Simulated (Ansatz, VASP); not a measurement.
**InSb: VASP beside Ansatz**

Wanted: the spread between two codes on one cell, functional and k mesh. The structure shown is the end of the Ansatz relaxation below.

Calculated with Ansatz 0.2.0; plane waves, with VASP 6.6.1 beside it; single point at PBEsol.

### Step 1. The starting structure

The structure is tetragonal, space group I-4m2 (No. 119). The conventional cell has a = 4.704 Å, b = 4.704 Å, c = 6.362 Å, α = 90.00°, β = 90.00°, γ = 90.00°. Nearest to Sb lie 4 In at 2.84 Å. Nearest to In lie 4 Sb at 2.84 Å. Farther neighbours are not listed.

Coordinates:

```cif
data_structure
_symmetry_space_group_name_H-M 'I-4m2'
_symmetry_Int_Tables_number 119
_cell_length_a 4.7038
_cell_length_b 4.7038
_cell_length_c 6.3616
_cell_angle_alpha 90.000
_cell_angle_beta 90.000
_cell_angle_gamma 90.000
_cell_volume 140.75
loop_
_atom_site_label
_atom_site_type_symbol
_atom_site_symmetry_multiplicity
_atom_site_Wyckoff_symbol
_atom_site_fract_x
_atom_site_fract_y
_atom_site_fract_z
_atom_site_occupancy
Sb1 Sb 2 c 0.50000 0.00000 0.75000 1
In1 In 2 a 0.00000 0.00000 0.00000 1
```

### Step 2. Ansatz: relaxation, PBEsol

Ansatz runs on its PAW soft_1 files.

This run makes the geometry at which the two programs are then compared.

input.yaml reads:

```yaml
crystal:
  lattice:
    - [4.70377692, 0.0, 0.0]
    - [0.0, 4.70377692, 0.0]
    - [0.0, 0.0, 6.443450468]
  atoms:
    - { symbol: Sb, position: [0.5, 0.0, 0.75] }
    - { symbol: Sb, position: [0.0, 0.5, 0.25] }
    - { symbol: In, position: [0.0, 0.0, 0.0] }
    - { symbol: In, position: [0.5, 0.5, 0.5] }
kpoints:
  mp_grid: { grid: [6, 6, 4] }
scf:
  occupations: { method: fermi_dirac, width: 0.02 }
hamiltonian:
  xc: pbesol
  pseudopotentials: { kind: paw, azcp: { folder: soft_1 }, xc_functional: pbe }
basis:
  ecutwfc: 600
output:
  forces: true
  stress: true
  write_density: true
  write_potential: true
  elf: true
  volumetric_format: npy
relax:
  f_tol: 0.005
  max_steps: 70
  cell: { stress_tol: 0.02, p_target: 0, fix: [a, b, alpha, beta, gamma] }
```

Command:

```bash
$ ansatz run input.yaml --threads 8 --pin off --max-ram 18432MiB --backend cpu --events-out ev --progress --plain --runs-dir out
```

Numbers of over 12 decimals in the logs are rounded to 6 here.

The program printed:

```text
Engine: ansatz 0.2.0, aarch64-unknown-linux-gnu
Pseudopotentials: kind: paw
Pseudopotential: Sb, paw, valence charge 15, recommended cutoff 420 eV (normal), soft_1/Sb.paw.azcp
Pseudopotential: In, paw, valence charge 13, recommended cutoff 420 eV (normal), soft_1/In.paw.azcp
Functional definition: PBEsol
  exchange = pbesol_x
  correlation = pbesol_c
Crystal: 4 atoms, lattice volume = 142.565 Å³
Basis set: ecut = 600 eV, 4773 PW (Γ), exchange–correlation on 80×80×108 points (8 copies of the dense FFT grid, shifted against one another)
Bands: 34, of which v1, the nominal top of the filled ones, is band 28 counted from 1 (27 counted from 0)
Symmetry: 16 space group operations
Space group: I-4m2 (ITA 119), of the structure as read, at distance tolerance 5.2e-5 Å
k-points: 30 of 144 (time reversal used)
Non-local potential: Sb, projectors of the file, l = 0: 2, l = 1: 2, l = 2: 2, l = 3: 1
Non-local potential: In, projectors of the file, l = 0: 2, l = 1: 2, l = 2: 2, l = 3: 1
PAW form: soft (Blöchl's): semilocal exchange-correlation on the pseudo side does not see the compensation charge
PAW frozen core: Sb, regenerated for the run's functional, and the local potential with it (the file was generated under x = pbe(κ = 0.804, μ = 0.219515), c = pbe(β = 0.066725))
PAW frozen core: In, regenerated for the run's functional, and the local potential with it (the file was generated under x = pbe(κ = 0.804, μ = 0.219515), c = pbe(β = 0.066725))
PAW one-centre angular grid: Sb, 590 points (default); XC on 64 Gauss nodes
PAW one-centre angular grid: In, 590 points (default); XC on 64 Gauss nodes
Initial density: superposition of atomic densities (chi_scale 0.1, normalization cell, long waves kept (reshape's long-wave potential 0.00 eV rms))
Initial wavefunctions: pseudopotential atomic-orbital guess
Functional: x = pbesol(κ = 0.804, μ = 0.123457), c = pbesol(β = 0.046)
SCF iter   1: F=—  HF=-23867.645693 eV  |F-HF|=—  |Δ(HF+E_count)|=         —  Δρ=2.07e-2  dr2=5.41e-1  ethr=3.10e-3  ⟨swp⟩=7.2  Hψ=4854  notcnv=0
preconditioner: auto → Resta (q_TF=auto, 2.335 Å⁻¹)  ε∞=3.0  [insulator: Δε(μ)=0.153 eV  Ē_g=13.137 eV  σ=0.020 eV  W_gap=0.95  n_scr=28 (ndim 8)  ℏωp=18.7 eV  f_vac=0.026  D(μ)=0.04/eV (n_scr^D=0)  ε∞_Penn≈3.0]
SCF iter   2: F=—  HF=-23867.568958 eV  |F-HF|=—  |Δ(HF+E_count)|=   7.67e-2  Δρ=1.22e-2  dr2=1.97e-1  ethr=9.66e-4  ⟨swp⟩=2.0  Hψ=1387  notcnv=0  defer=50
SCF iter   3: F=—  HF=-23867.544719 eV  |F-HF|=—  |Δ(HF+E_count)|=   2.42e-2  Δρ=1.36e-3  dr2=4.14e-3  ethr=3.51e-4  ⟨swp⟩=3.1  Hψ=1939  notcnv=0  defer=52
SCF iter   4: F=—  HF=-23867.546353 eV  |F-HF|=—  |Δ(HF+E_count)|=   1.63e-3  Δρ=4.77e-4  dr2=6.06e-4  ethr=7.40e-6  ⟨swp⟩=3.0  Hψ=1636  notcnv=0  defer=52
SCF iter   5: F=—  HF=-23867.547036 eV  |F-HF|=—  |Δ(HF+E_count)|=   6.82e-4  Δρ=1.98e-4  dr2=6.95e-5  ethr=1.08e-6  ⟨swp⟩=2.0  Hψ=1626  notcnv=0  defer=52
SCF iter   6: F=—  HF=-23867.547061 eV  |F-HF|=—  |Δ(HF+E_count)|=   2.55e-5  Δρ=4.45e-5  dr2=2.15e-6  ethr=1.24e-7  ⟨swp⟩=2.0  Hψ=1516  notcnv=0  defer=52
SCF iter   7: F=-23867.547068 eV  HF=-23867.547068 eV  |F-HF|=1.41e-7  |Δ(HF+E_count)|=   7.06e-6  Δρ=5.27e-6  dr2=3.63e-8  ethr=1.79e-10  ⟨swp⟩=7.9  Hψ=7183  notcnv=0
SCF 1 converged in 7 iterations: F = -23867.547068 eV  dr2 = 3.63e-8
  greatest PAW one-centre occupation: 0.996 electrons in one spin orbital (limit 2), on the Sb atom at site 1 (counted from 0), in its partial waves of l = 2
relax step   1: F+E_penalty+E_count = -23867.54706841 eV  Δ(F+E_penalty+E_count) = +0.000e0 eV  max|allowed force component| = 2.168e-17 eV/Å  Δτ_max = 0.0000 Å  P = -1.117 GPa  Ω = 142.565 Å³  fix = [a, b, alpha, beta, gamma]  reactions: a -1.333, b -1.333 GPa  (7 SCF iters, dr2 threshold 1.00e-7 eV, accepted)
[...]
relax step   2: F+E_penalty+E_count = -23867.55092660 eV  Δ(F+E_penalty+E_count) = -3.858e-3 eV  max|allowed force component| = 1.353e-16 eV/Å  Δτ_max = 0.0000 Å  P = -0.567 GPa  Ω = 140.496 Å³  energy of the carried Pulay correction = +3.971e-5 eV  fix = [a, b, alpha, beta, gamma]  reactions: a -0.899, b -0.899 GPa  (5 SCF iters, dr2 threshold 4.00e-7 eV, accepted)
[...]
relax step   3: F+E_penalty+E_count = -23867.55099940 eV  Δ(F+E_penalty+E_count) = -7.281e-5 eV  max|allowed force component| = 1.162e-16 eV/Å  Δτ_max = 0.0000 Å  P = -0.638 GPa  Ω = 140.755 Å³  energy of the carried Pulay correction = +3.470e-5 eV  fix = [a, b, alpha, beta, gamma]  reactions: a -0.956, b -0.956 GPa  (4 SCF iters, dr2 threshold 2.40e-8 eV, accepted)
[...]
relax step   4: F+E_penalty+E_count = -23867.55096721 eV  Δ(F+E_penalty+E_count) = +3.219e-5 eV  max|allowed force component| = 1.379e-16 eV/Å  Δτ_max = 0.0000 Å  P = -0.638 GPa  Ω = 140.755 Å³  fix = [a, b, alpha, beta, gamma]  reactions: a -0.956, b -0.956 GPa  stress off target by 1.91e-3 GPa on what of the cell is left free  SCF on the basis re-selected at this cell (its energy is not comparable with the rows above)  (6 SCF iters)
basis re-selected at this cell: Δ(F+E_penalty+E_count) = +3.219e-5 eV, ΔP = -0.000 GPa vs the last step (what re-selecting the basis moved, of the pressure what is left beyond the Pulay correction that the steps carried, after the strain that the cell walked since its last selection, with what the two solves' SCF thresholds leave and, on support functions, any second-order correction that the steps lacked; it is no m [...]
SCF converged after 6 iterations
Free energy (F): -23867.550967 eV
Harris-Foulkes:  -23867.550967 eV  (|F-HF|=3.64e-12)
Internal energy: -23867.550935 eV  (E = F + TS)
E sigma→0 (E₀):  -23867.550951 eV
Entropy (-TS):   -0.000033 eV (-0.008 meV/atom)
Fermi energy:    6.967287 eV
--- Per-component energies (eV) ---
  E_band       = -540.703362
  E_kinetic    = 764.184681
  E_local      = -6335.533944  (includes V_loc(G=0)·N_el)
  E_nonlocal   = 1441.428363
  E_hartree    = 2611.830170
  E_xc         = -477.943050
  E_vxc        = -358.615165  (∫ρ·V_xc dr)
  E_paw        = -17215.128196  (= ΣΔE_a)
  E_vpaw       = -1275.827575  (= ΣTr[D̂ρ^β])
  E_aug_tail   = -0.000082  (compensation charges beyond the density's cutoff)
  E_ewald      = -4657.524394
  E_core_change = 1.135517  (= ΣΔE_core)
  E_smearing   = -0.000033  (= −TS)
  E_closure    = 0.000000  (closes the sum)
  Σ components = -23867.550967   (vs F -23867.550967, Δ=0.00e0)
--- Forces (eV/Å), atoms counted from 1 ---
  atom   1  Sb    -0.00000000    -0.00000000     0.00000000
  atom   2  Sb    -0.00000000    -0.00000000     0.00000000
  atom   3  In     0.00000000     0.00000000    -0.00000000
  atom   4  In     0.00000000     0.00000000    -0.00000000
  max |Σ_I F_I| component: 7.29e-17 eV/Å
--- Stress (GPa, compression-positive) ---
       -0.956263      -0.000000       0.000000
       -0.000000      -0.956263       0.000000
        0.000000       0.000000      -0.001912
  P = ⅓ Tr σ = -0.6381 GPa (-6.381 kbar)
--- Band table (eV; the first three rows and the last of 30) ---
  k-point 0: bands = [... 24 lower, 4.6257, 6.4557, 6.8610, 6.8610, 7.0595, 8.0116, 8.1217, 9.8212, ... 2 higher]
  k-point 1: bands = [... 24 lower, 4.8427, 4.9836, 6.3195, 6.3195, 7.9183, 8.3739, 8.7016, 9.2957, ... 2 higher]
  k-point 2: bands = [... 24 lower, 5.4580, 5.4580, 5.4580, 5.4580, 8.2621, 8.2621, 9.3866, 9.3866, ... 2 higher]
  k-point 29: bands = [... 24 lower, 4.1996, 4.1996, 4.3166, 4.3166, 10.5345, 10.5345, 11.0490, 11.0490, ... 2 higher]
--- Relaxed structure (3 steps of the walk, 3 accepted, 1 SCFs on fresh bases) ---
  F+E_penalty+E_count = -23867.55096721 eV   max|allowed force component| = 1.379e-16 eV/Å   (the final SCF, on the basis selected at the relaxed cell)
  cell:  # Å, volume = 140.7547 Å³
    - [4.70377692, 0.0, 0]
    - [0.0, 4.70377692, 0.0]
    - [0, 0.0, 6.361648]
  atoms:
    - { symbol: Sb, position: [0.5, 0, 0.750000] }
    - { symbol: Sb, position: [0, 0.5, 0.25] }
    - { symbol: In, position: [0, 0, 0] }
    - { symbol: In, position: [0.5, 0.5, 0.5] }
```

In the SCF lines HF is the Harris–Foulkes energy and dr2 the Hartree energy of the density residual, in eV; the loop may stop once dr2 is under the threshold and the program's other checks hold. Hψ counts applications of the Hamiltonian.

### Step 3. VASP: single point, PBEsol, pair 1

The same cell, functional, mesh and smearing now go to VASP, with its own data sets.

Lines of VASP's logs that name or quote its potential files are left out, and so is its time.

INCAR reads:

```
SYSTEM = InSb
PREC = Accurate
ENCUT = 500
EDIFF = 1E-06
NELM = 120
ISMEAR = -1
SIGMA = 0.02
LREAL = .FALSE.
ALGO = Normal
GGA = PS
NBANDS = 24
LORBIT = 11
LWAVE = .FALSE.
LCHARG = .FALSE.
ISIF = 2
LASPH = .TRUE.
GGA_COMPAT = .FALSE.
EFERMI = MIDGAP
KPAR = 2
```

POSCAR reads:

```
InSb
1.0
    4.7037769200      0.0000000000      0.0000000000
    0.0000000000      4.7037769200      0.0000000000
    0.0000000000      0.0000000000      6.3616477037
Sb In
2 2
Direct
    0.5000000000      0.0000000000      0.7500000000
    0.0000000000      0.5000000000      0.2500000000
    0.0000000000      0.0000000000      0.0000000000
    0.5000000000      0.5000000000      0.5000000000
```

KPOINTS reads:

```
Automatic mesh
0
Gamma
6 6 4
0 0 0
```

Potentials, in the order of the species: Sb and In_d (PBE family, release 64).

Command:

```bash
$ mpirun -np 2 vasp_std
```

The program printed:

```text
[banner, memory and clock lines left out]
running    2 mpi-ranks, on    1 nodes
 distrk:  each k-point on    1 cores,    2 groups
 distr:  one band on    1 cores,    1 groups

 POSCAR found type information on POSCAR SbIn
 POSCAR found :  2 types and       4 ions
|                                                                             |
|               ----> ADVICE to this user running VASP <----                  |
|                                                                             |
|     You enforced a specific xc type in the INCAR file but a different       |
|     [... a line on the potential file left out ...]
|     I HOPE YOU KNOW WHAT YOU ARE DOING!                                     |
|                                                                             |

 LDA part: xc-table for (Slater+PW92), standard interpolation
 POSCAR, INCAR and KPOINTS ok, starting setup
 FFT: planning ... GRIDC
 FFT: planning ... GRID_SOFT
 FFT: planning ... GRID
 WAVECAR not read
 entering main loop
       N       E                     dE             d eps       ncg     rms          rms(c)
DAV:   1     0.279406609160E+03    0.27941E+03   -0.15235E+04  1440   0.147E+03
DAV:   2     0.740871240653E+01   -0.27200E+03   -0.26729E+03  1560   0.362E+02
DAV:   3    -0.148654459313E+02   -0.22274E+02   -0.22106E+02  1840   0.122E+02
DAV:   5    -0.156483730814E+02   -0.48373E-01   -0.48371E-01  2416   0.553E+00    0.545E+00
DAV:   6    -0.154139471291E+02    0.23443E+00   -0.44216E-01  1968   0.895E+00    0.303E+00
DAV:   7    -0.153733304958E+02    0.40617E-01   -0.19758E-01  2224   0.360E+00    0.835E-01
DAV:   8    -0.153710310875E+02    0.22994E-02   -0.20661E-02  1896   0.169E+00    0.355E-01
DAV:   9    -0.153715869033E+02   -0.55582E-03   -0.15690E-03  1952   0.419E-01    0.111E-01
DAV:  10    -0.153717698142E+02   -0.18291E-03   -0.21102E-04  1704   0.114E-01    0.299E-02
DAV:  11    -0.153717938245E+02   -0.24010E-04   -0.28227E-05  1752   0.452E-02    0.123E-02
DAV:  12    -0.153717975135E+02   -0.36890E-05   -0.10606E-05  1456   0.284E-02    0.728E-03
DAV:  13    -0.153717971750E+02    0.33858E-06   -0.16121E-06  1376   0.932E-03
   1 F= -.15371797E+02 E0= -.15371781E+02  d E =-.324931E-04
```

Parts of OUTCAR (step 3):

```text
ion  position               nearest neighbor table
   1  0.500  0.000  0.750-   3 2.84   4 2.84   4 2.84   3 2.84
   2  0.000  0.500  0.250-   3 2.84   4 2.84   3 2.84   4 2.84
   3  0.000  0.000  0.000-   1 2.84   2 2.84   2 2.84   1 2.84
   4  0.500  0.500  0.500-   1 2.84   2 2.84   1 2.84   2 2.84

  LATTYP: Found a simple tetragonal cell.
 ALAT       =     4.7037769200
 C/A-ratio  =     1.3524552316

 Subroutine GETGRP returns: Found  8 space group operations
 (whereof  8 operations were pure point group operations)

The static configuration has the point symmetry D_2d.

 Found     30 irreducible k-points:

   k-points           NKPTS =     30   k-points in BZ     NKDIM =     30   number of bands    NBANDS=     24

   dimension x,y,z NGX =    36 NGY =   36 NGZ =   48
   dimension x,y,z NGXF=    72 NGYF=   72 NGZF=   96

   ENCUT  =  500.0 eV  36.75 Ry    6.06 a.u.   8.58  8.58 11.60*2*pi/ulx,y,z

   NELECT =      36.0000    total number of electrons

 k-points in reciprocal lattice and weights: Automatic mesh
   0.00000000  0.00000000  0.00000000       0.007
   0.16666667  0.00000000  0.00000000       0.028
   0.33333333  0.00000000  0.00000000       0.028
   0.50000000  0.00000000  0.00000000       0.014
   0.16666667  0.16666667  0.00000000       0.028
   0.33333333  0.16666667  0.00000000       0.056
   0.50000000  0.16666667  0.00000000       0.028
   0.33333333  0.33333333  0.00000000       0.028
   0.50000000  0.33333333  0.00000000       0.028
[...]
0.50000000  0.33333333  0.50000000       0.028
   0.50000000  0.50000000  0.50000000       0.007

 average (electrostatic) potential at core
       1 -87.4073       2 -87.4073       3 -96.4070       4 -96.4070

 E-fermi :   4.6449

 k-point     1 :       0.0000    0.0000    0.0000
  band No.  band energies     occupation
    ...
     14       2.2963      2.00000
     15       2.2963      2.00000
     16       4.1404      2.00000
     17       4.5385      1.99027
     18       4.5385      1.99027
     19       4.7373      0.01954
     20       5.6794      0.00000
     21       5.7896      0.00000
     22       7.4857      0.00000
     23       7.5832      0.00000
    ...

 k-point     2 :       0.1667    0.0000    0.0000
  band No.  band energies     occupation
    ...
     14       1.8343      2.00000
     15       2.4449      2.00000
     16       2.5693      2.00000
     17       4.1722      2.00000
     18       4.4159      1.99998
     19       5.6213      0.00000
     20       5.8533      0.00000
     21       6.8885      0.00000
     22       7.7148      0.00000
     23       7.7428      0.00000
    ...

 k-point     3 :       0.3333    0.0000    0.0000
  band No.  band energies     occupation
    ...
     14       0.9695      2.00000
     15       1.5909      2.00000
     16       2.8611      2.00000
     17       3.0580      2.00000
     18       4.0301      2.00000
     19       6.1579      0.00000
     20       6.2008      0.00000
     21       8.2323      0.00000
     22       8.2950      0.00000
     23       8.9243      0.00000
    ...

  Total       -0.8255075     -0.8255075      0.0120615      0.0000000      0.0000000      0.0000000
  in kB       -9.3965530     -9.3965530      0.1372927      0.0000000      0.0000000      0.0000000
  external PRESSURE =      -6.2186044 kB  Pullay stress =       0.0000000 kB

  energy-cutoff  :      500.00
  volume of cell :      140.75
      direct lattice vectors                 reciprocal lattice vectors
     4.703776920  0.000000000  0.000000000     0.212595116  0.000000000  0.000000000
     0.000000000  4.703776920  0.000000000     0.000000000  0.212595116  0.000000000
     0.000000000  0.000000000  6.361647704     0.000000000  0.000000000  0.157191980

 POSITION                                       TOTAL-FORCE (eV/Angst)
 -----------------------------------------------------------------------------------
      2.35189      0.00000      4.77124         0.000000      0.000000     -0.000000
      0.00000      2.35189      1.59041         0.000000      0.000000     -0.000000
      0.00000      0.00000      0.00000         0.000000     -0.000000     -0.000000
      2.35189      2.35189      3.18082        -0.000000      0.000000      0.000000
 -----------------------------------------------------------------------------------
    total drift:                                0.000000      0.000000      0.000000

  FREE ENERGIE OF THE ION-ELECTRON SYSTEM (eV)
  ---------------------------------------------------
  free  energy   TOTEN  =       -15.3717971750 eV

  energy  without entropy=      -15.3717646819  energy(sigma->0) =      -15.37178093

 total charge
# of ion       s       p       d       tot
------------------------------------------
    1        1.143   1.308   0.019   2.469
    2        1.143   1.308   0.019   2.469
    3        0.873   0.685   9.862  11.420
    4        0.873   0.685   9.862  11.420
--------------------------------------------------
tot          4.032   3.985  19.762  27.779

[... 3 further parts left out ...]
```

The run ends at a pressure of -0.62 GPa.

(Part 1 of 2 ends here.)

[Lines on the potential files, build, host, timing and source positions are cut from VASP's logs without a mark.]

[Logs are printed without paths, hosts, clocks, repeated set-up lines and the standing remarks that a program may print on its own settings, such as how far it seeks lower states.]

[Hosts, paths, dates, database ids (printed as entryN), source tags and the programs' standing remarks are cut or masked in the printed files.]
